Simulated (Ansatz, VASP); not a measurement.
GaSb: VASP beside Ansatz

Contents of INCAR:

```
SYSTEM = GaSb
PREC     = Accurate       ! precision mode
ENCUT    = 600            ! plane-wave cutoff, eV
EDIFF    = 1E-6           ! SCF threshold, eV
ISMEAR   = 0              ! smearing method
SIGMA    = 0.1            ! smearing width, eV
LREAL    = .FALSE.        ! projectors in reciprocal space
LASPH    = .TRUE.         ! aspherical terms in the spheres
NELM     = 100            ! most SCF steps
ALGO     = Normal         ! electronic algorithm
ISIF     = 3              ! what is computed and relaxed
LWAVE    = .FALSE.        ! write WAVECAR
LCHARG   = .FALSE.        ! write CHGCAR
GGA      = PS             ! functional
IBRION   = 2              ! ionic algorithm
NSW      = 100            ! ionic steps
EDIFFG   = -0.005         ! ionic threshold
```

File KPOINTS:

```
regular mesh
0
G
  16 16 16
  0 0 0
```

File POSCAR:

```
GaSb
1.0
   -2.7534340000      2.7534340000      1.5907070000
    2.7534340000     -2.7534340000      1.5907070000
    2.7534340000      2.7534340000     -1.5907070000
Ga Sb
1 1
Direct
    0.2500000000      0.7500000000      0.5000000000
    0.0000000000      0.0000000000      0.0000000000
```

Input for Ansatz:

```yaml
crystal:
  lattice:
    - [-2.753434, 2.753434, 1.590707]
    - [2.753434, -2.753434, 1.590707]
    - [2.753434, 2.753434, -1.590707]
  atoms:
    - { symbol: Ga, position: [0.25, 0.75, 0.5] }
    - { symbol: Sb, position: [0.0, 0.0, 0.0] }
basis:
  ecutwfc: 420
kpoints:
  mp_grid: { grid: [16, 16, 16] }
hamiltonian:
  xc: pbesol
scf:
  occupations: { method: gaussian, width: 0.1 }
output:
  forces: true
  stress: true
  eigenvalues: true
relax:
  adjacent_minimum: "off"
  f_tol: 0.005
  max_steps: 80
  cell: { stress_tol: 0.05 }
```

Measurements of this composition are mostly on another form, of space group No. 216.

Alike in both runs: task relaxation of cell and atoms; functional PBEsol; k mesh 16 × 16 × 16; occupations gaussian, width 0.1 eV; no spin polarisation.

|  | VASP | Ansatz |
| --- | --- | --- |
| version | VASP 6.6.1 | Ansatz 0.2.0 |
| potentials or method | VASP PAW PBE potentials, release 64 (Ga_d, Sb) | scalar-relativistic, plane waves, PAW |
| plane-wave cutoff (eV) | 600 | 420 |
| valence electrons in the cell | 18 | 28 |

VASP gave:

* gap on the k mesh at the Fermi level, each at its own relaxed structure (eV): none
* relaxed volume (Å³/atom): 22.89
* relaxed cell length with the largest relative difference (Å): 4.145
* energy change over the relaxation (meV/atom): -12

Question: Estimate Ansatz's values.

Answer: gap on the k mesh at the Fermi level, each at its own relaxed structure (eV): none; relaxed volume (Å³/atom): 22.85; relaxed cell length with the largest relative difference (Å): 4.142; energy change over the relaxation (meV/atom): -12.

A gap of «none» marks a metal or a gap that the smearing closes. The two sets of potentials don't hold the same shells in valence.

Caveats: the PAW data sets were made with another functional, which shifts forces and pressure a little (VASP). The runs have no spin-orbit coupling, so splittings on Sb are missing.
